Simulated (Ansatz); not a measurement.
# TaSi2: the cost of one run

Program: Ansatz 0.2.0. Level of theory: DFT, PBE, plane-wave PAW, default files, scalar-relativistic, as far as a step names no other. These are calculated values, not measurements.

1 further run of the same task is left out (it didn't finish).

### 1 The system as given

It takes space group P6_422 (No. 181, hexagonal). The conventional cell has a = 4.784 Å, b = 4.784 Å, c = 6.570 Å, α = 90.00°, β = 90.00°, γ = 120.00°. Around Ta (site symmetry 222) lie 10 Si at 2.61 to 2.83 Å. Si (site symmetry 2) has 5 Si at 2.56 to 2.83 Å and 5 Ta at 2.61 to 2.83 Å as nearest neighbours.

As a file:

```
CELL_PARAMETERS angstrom
4.78390 0.00000 0.00000
-2.39195 4.14298 0.00000
0.00000 0.00000 6.57000
ATOMIC_POSITIONS crystal
Ta 0.50000 0.00000 0.00000
Ta 0.50000 0.50000 0.66667
Ta 0.00000 0.50000 0.33333
Si 0.15897 0.31794 0.00000
Si 0.84103 0.15897 0.66667
Si 0.68206 0.84103 0.33333
Si 0.84103 0.68206 0.00000
Si 0.15897 0.84103 0.66667
Si 0.31794 0.15897 0.33333
```

The earlier run gave: no gap over 0.1 eV on the mesh, largest force 0.007 eV/Å, pressure 2.5 GPa.

Like atoms gathered into sites:

| site | atoms | first shell | V_zz (10²¹ V/m²) | η | C_Q (MHz) |
| --- | --- | --- | --- | --- | --- |
| Ta | 1, 2, 3 | 10 Si at 2.61–2.83 Å, 4 Ta at 3.24 Å | 6.58 | 0.80 | 504 (¹⁸¹Ta) |
| Si | 4, 5, 6, 7, … | 5 Si at 2.56–2.83 Å, 5 Ta at 2.61–2.83 Å; also 2 Si at 3.16 Å | -2.76 | 0.51 | – |

V_zz is the principal component of the electric field gradient with the largest magnitude, η = (V_xx − V_yy)/V_zz and C_Q = eQV_zz/h. Quadrupole moments are those of Pyykkö's year-2017 table. A dash under C_Q marks elements without a common quadrupolar isotope.

### 2 Ions relaxed at fixed cell

Contents of input.yaml:

```yaml
crystal:
  lattice:
    - [4.7839004637, 0.0, 0.0]
    - [-2.3919502318, 4.1429793307, 0.0]
    - [0.0, 0.0, 6.57]
  atoms:
    - { symbol: Ta, position: [0.5, 0.0, 0.0] }
    - { symbol: Ta, position: [0.5, 0.5, 0.6666666667] }
    - { symbol: Ta, position: [0.0, 0.5, 0.3333333333] }
    - { symbol: Si, position: [0.15897, 0.31794, 0.0] }
    - { symbol: Si, position: [0.84103, 0.15897, 0.6666666667] }
    - { symbol: Si, position: [0.68206, 0.84103, 0.3333333333] }
    - { symbol: Si, position: [0.84103, 0.68206, 0.0] }
    - { symbol: Si, position: [0.15897, 0.84103, 0.6666666667] }
    - { symbol: Si, position: [0.31794, 0.15897, 0.3333333333] }
kpoints:
  mp_grid: { grid: [11, 11, 7] }
scf:
  occupations: { method: fermi_dirac, width: 0.05 }
hamiltonian:
  xc: pbe
  pseudopotentials: { kind: paw }
output:
  forces: true
  stress: true
  populations: true
  efg: { quadrupole_moments_barn: { Ta: 3.17 }, contact_densities: true }
relax:
  f_tol: 0.02
  max_steps: 60
```

The run is started by

```
> ansatz run input.yaml --threads 4 --pin off --max-ram 8192MiB --backend cpu --events-out ev --progress --plain --runs-dir out
```

**Question.** How long does this run take on 4 threads of Intel Xeon Platinum 8488C (Sapphire Rapids), shared host, and how much memory does it need?

About 10 s, with a peak of 0.72 GiB.
